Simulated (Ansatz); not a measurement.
AgI built on the wurtzite prototype, relaxed with r2SCAN in the PAW code Ansatz. The symmetry is P6_3mc (No. 186, hexagonal); conventional cell a = 4.651 Å, c = 7.599 Å, 35.59 Å³ an atom. Ag has 4 I at 2.85 Å; I has 4 Ag at 2.85 Å.

The axes x, y and z are those of this cell:
```yaml
crystal:
  lattice:
    - [4.65087, 0.00000, 0.00000]
    - [-2.32544, 4.02777, 0.00000]
    - [0.00000, 0.00000, 7.59930]
  atoms:
    - { symbol: Ag, position: [0.33333, 0.66667, 0.00000] }
    - { symbol: Ag, position: [0.66667, 0.33333, 0.50000] }
    - { symbol: I, position: [0.33333, 0.66667, 0.37500] }
    - { symbol: I, position: [0.66667, 0.33333, 0.87500] }
```

Unstrained: The PBE gap is direct at Γ: 1.367 eV. r2SCAN gives a direct gap of 1.861 eV at Γ. With HSE06 the gap is 2.531 eV and direct, at Γ. Meshes: PBE 6×6×4, r2SCAN 6×6×4, HSE06 6×6×2. Strains are changes of length per length. After each strain the atoms were relaxed again with r2SCAN within the symmetry that the strain leaves, so tilts or polar shifts that break it weren't tested; points keep the names that they have in the unstrained zone. Calculated for a static, non-magnetic cell.

Q: Apply uniaxial +0.5 % along z, other directions held. How far does the gap move, against the unstrained cell?

A: PBE: the gap goes from 1.367 to 1.364 eV (-0.003 eV). r2SCAN: the gap goes from 1.861 to 1.858 eV (-0.003 eV). HSE06: the gap goes from 2.531 to 2.528 eV (-0.003 eV). The r2SCAN energy rises by 0.1 meV an atom.

Q: Apply epitaxial +0.5 % in the xy plane, free normal strain -0.62 %. How far does the gap move, against the unstrained cell?

A: PBE: the gap goes from 1.367 to 1.373 eV (+0.006 eV). r2SCAN: the gap goes from 1.861 to 1.869 eV (+0.008 eV). HSE06: the gap goes from 2.531 to 2.539 eV (+0.008 eV). The r2SCAN energy rises by 0.2 meV an atom.

Q: Apply uniaxial -0.5 % along x, other directions held. How far does the gap move, against the unstrained cell?

A: PBE: the gap goes from 1.367 to 1.361 eV (-0.006 eV); with r2SCAN the top three valence levels at Γ, grouped 2+1 from the top over 62 meV, become 1+1+1 over 70 meV. r2SCAN: the gap goes from 1.861 to 1.855 eV (-0.006 eV). The r2SCAN energy rises by 0.1 meV an atom.

Q: Estimate what isotropic +3.0 % on every length does to the gap.

A: PBE: the gap goes from 1.367 to 1.371 eV (+0.004 eV); with r2SCAN the top three valence levels at Γ, grouped 2+1 from the top over 62 meV, become 2+1 over 48 meV. r2SCAN: the gap goes from 1.861 to 1.865 eV (+0.004 eV). HSE06: the gap goes from 2.531 to 2.545 eV (+0.014 eV). The r2SCAN energy rises by 23.1 meV an atom.

Spin-orbit coupling is left out, which matters wherever the heavy atoms make up the band edges.

The meshes of the hybrids are coarse, so their gaps aren't converged to the digits shown.

The splittings at Γ are without spin-orbit coupling, which regroups them where it is of like size or larger.
